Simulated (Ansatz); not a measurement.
# Relaxation of Si$_{12}$HO$_{24}$

Level of theory: DFT PBE, scalar-relativistic, plane waves, PAW in Ansatz. Settings: 420 eV cutoff, 2×2×2 k-mesh, shifted by half a step, Gaussian smearing of 0.01 eV, collinear spin.

What was changed: H interstitial, charge +0, atoms relaxed at the host's cell.

In a supercell of 37 atoms the defect feels its periodic images.

Command:

```bash
ansatz run input.yaml --threads 4 --pin off --max-ram 10240MiB --backend cpu --events-out ev --progress --plain --runs-dir out
```

Input:

```yaml
crystal:
  lattice:
    - [5.1053795026, 0.0, 5.5850507228]
    - [5.1053795026, 0.0, -5.5850507228]
    - [1.0e-10, 8.8427766904, 0.0]
  atoms:
    - { symbol: Si, position: [0.7083333333, 0.0416666667, 0.25] }
    - { symbol: Si, position: [0.2083333333, 0.5416666667, 0.25] }
    - { symbol: Si, position: [0.9583333333, 0.2916666667, 0.75] }
    - { symbol: Si, position: [0.4583333333, 0.7916666667, 0.75] }
    - { symbol: Si, position: [0.2916666667, 0.9583333333, 0.25], spin: 0.091 }
    - { symbol: Si, position: [0.7916666667, 0.4583333333, 0.25], spin: 0.091 }
    - { symbol: Si, position: [0.5416666667, 0.2083333333, 0.75] }
    - { symbol: Si, position: [0.0416666667, 0.7083333333, 0.75] }
    - { symbol: Si, position: [0.75, 0.75, 0.0], spin: 0.091 }
    - { symbol: Si, position: [0.25, 0.25, 0.0] }
    - { symbol: Si, position: [0.0, 0.0, 0.5], spin: 0.091 }
    - { symbol: Si, position: [0.5, 0.5, 0.5] }
    - { symbol: O, position: [0.5, 1.0, 0.2919802235] }
    - { symbol: O, position: [0.0, 0.5, 0.2919802235], spin: 0.091 }
    - { symbol: O, position: [0.75, 0.25, 0.7919802235] }
    - { symbol: O, position: [0.25, 0.75, 0.7919802235] }
    - { symbol: O, position: [0.3226814991, 0.4893481657, 0.3959901117] }
    - { symbol: O, position: [0.8226814991, 0.9893481657, 0.3959901117], spin: 0.091 }
    - { symbol: O, position: [0.5726814991, 0.7393481657, 0.8959901117] }
    - { symbol: O, position: [0.0726814991, 0.2393481657, 0.8959901117] }
    - { symbol: O, position: [0.1773185009, 0.0106518343, 0.3959901117], spin: 0.091 }
    - { symbol: O, position: [0.6773185009, 0.5106518343, 0.3959901117] }
    - { symbol: O, position: [0.4273185009, 0.2606518343, 0.8959901117] }
    - { symbol: O, position: [0.9273185009, 0.7606518343, 0.8959901117] }
    - { symbol: O, position: [0.25, 0.75, 0.2080197765], spin: 0.091 }
    - { symbol: O, position: [0.75, 0.25, 0.2080197765] }
    - { symbol: O, position: [0.5, 1.0, 0.7080197765] }
    - { symbol: O, position: [0.0, 0.5, 0.7080197765] }
    - { symbol: O, position: [0.7606518343, 0.9273185009, 0.1040098883], spin: 0.091 }
    - { symbol: O, position: [0.2606518343, 0.4273185009, 0.1040098883] }
    - { symbol: O, position: [0.0106518343, 0.1773185009, 0.6040098883] }
    - { symbol: O, position: [0.5106518343, 0.6773185009, 0.6040098883] }
    - { symbol: O, position: [0.2393481657, 0.0726814991, 0.1040098883] }
    - { symbol: O, position: [0.7393481657, 0.5726814991, 0.1040098883], spin: 0.091 }
    - { symbol: O, position: [0.4893481657, 0.3226814991, 0.6040098883] }
    - { symbol: O, position: [0.9893481657, 0.8226814991, 0.6040098883] }
    - { symbol: H, position: [0.9583333333, 0.7916666667, 0.25], spin: 0.091 }
  host:
    lattice:
      - [5.1053795026, 0.0, 0.0]
      - [-2.5526897513, 4.4213883452, 0.0]
      - [0.0, 0.0, 5.5850507228]
    atoms:
      - { symbol: Si, position: [0.0, 0.5, 0.6666666667] }
      - { symbol: Si, position: [0.5, 0.5, 0.3333333333] }
      - { symbol: Si, position: [0.5, 0.0, 0.0] }
      - { symbol: O, position: [0.7919802235, 0.583960447, 0.5] }
      - { symbol: O, position: [0.2080197765, 0.7919802235, 0.8333333333] }
      - { symbol: O, position: [0.583960447, 0.7919802235, 0.1666666667] }
      - { symbol: O, position: [0.2080197765, 0.416039553, 0.5] }
      - { symbol: O, position: [0.7919802235, 0.2080197765, 0.8333333333] }
      - { symbol: O, position: [0.416039553, 0.2080197765, 0.1666666667] }
basis:
  ecutwfc: 420
  xc_grid: 2
kpoints:
  mp_grid: { grid: [2, 2, 2], shift: [0.5, 0.5, 0.5] }
hamiltonian:
  xc: pbe
scf:
  occupations: { method: gaussian, width: 0.01 }
output:
  forces: true
  stress: false
  eigenvalues: true
  populations: true
  charged_corrections: { defect_position: [0.95833333, 0.79166667, 0.25] }
  write_density: true
  write_potential: true
  elf: true
  volumetric_format: npy
magnetization:
  spin_polarized: true
relax:
  adjacent_minimum: "off"
  f_tol: 0.025
  max_steps: 45
```

F is the free energy.

Steps:

```
step F − F(1) (eV) largest force component (eV/Å)
   1         0.0000                           0.280
   2        -0.0146                           0.217
   3        -0.0402                           0.188
   4        -0.0453                           0.100
   5        -0.0496                           0.041
   6        -0.0510                           0.066
   7        -0.0520                           0.021
   8        -0.0520                           0.022
```

Relaxed structure:

```yaml
crystal:
  lattice:
    - [5.10538, 0.00000, 5.58505]
    - [5.10538, 0.00000, -5.58505]
    - [0.00000, 8.84278, 0.00000]
  atoms:
    - { symbol: Si, position: [0.70285, 0.04715, 0.25000] }
    - { symbol: Si, position: [0.21410, 0.53590, 0.25000] }
    - { symbol: Si, position: [0.96003, 0.29343, 0.75153] }
    - { symbol: Si, position: [0.45657, 0.78997, 0.74847] }
    - { symbol: Si, position: [0.29012, 0.95622, 0.25150] }
    - { symbol: Si, position: [0.79378, 0.45988, 0.24850] }
    - { symbol: Si, position: [0.54547, 0.20453, 0.75000] }
    - { symbol: Si, position: [0.03764, 0.71236, 0.75000] }
    - { symbol: Si, position: [0.74624, 0.75296, 0.99965] }
    - { symbol: Si, position: [0.25288, 0.24621, 0.00027] }
    - { symbol: Si, position: [0.99704, 0.00376, 0.50035] }
    - { symbol: Si, position: [0.50379, 0.49712, 0.49973] }
    - { symbol: O, position: [0.49621, 0.00631, 0.29650] }
    - { symbol: O, position: [0.00459, 0.48950, 0.28777] }
    - { symbol: O, position: [0.75293, 0.24583, 0.79448] }
    - { symbol: O, position: [0.24697, 0.75429, 0.78902] }
    - { symbol: O, position: [0.32593, 0.48033, 0.39625] }
    - { symbol: O, position: [0.81870, 0.00245, 0.39771] }
    - { symbol: O, position: [0.56915, 0.73526, 0.89493] }
    - { symbol: O, position: [0.07564, 0.24228, 0.89691] }
    - { symbol: O, position: [0.17415, 0.00937, 0.39630] }
    - { symbol: O, position: [0.68251, 0.51307, 0.39653] }
    - { symbol: O, position: [0.42916, 0.25327, 0.89561] }
    - { symbol: O, position: [0.92464, 0.76775, 0.89629] }
    - { symbol: O, position: [0.26050, 0.74541, 0.21223] }
    - { symbol: O, position: [0.74369, 0.25379, 0.20350] }
    - { symbol: O, position: [0.50417, 0.99707, 0.70552] }
    - { symbol: O, position: [0.99571, 0.50303, 0.71098] }
    - { symbol: O, position: [0.74755, 0.93130, 0.10229] }
    - { symbol: O, position: [0.26967, 0.42407, 0.10375] }
    - { symbol: O, position: [0.01474, 0.18085, 0.60507] }
    - { symbol: O, position: [0.50772, 0.67436, 0.60309] }
    - { symbol: O, position: [0.23693, 0.06749, 0.10347] }
    - { symbol: O, position: [0.74063, 0.57585, 0.10370] }
    - { symbol: O, position: [0.49673, 0.32084, 0.60439] }
    - { symbol: O, position: [0.98225, 0.82536, 0.60371] }
    - { symbol: H, position: [0.95696, 0.79304, 0.25000] }
```

The run converged. Time: 2.5 min on 4 threads of Arm Neoverse V1 (shared host), peak memory 1.6 GiB.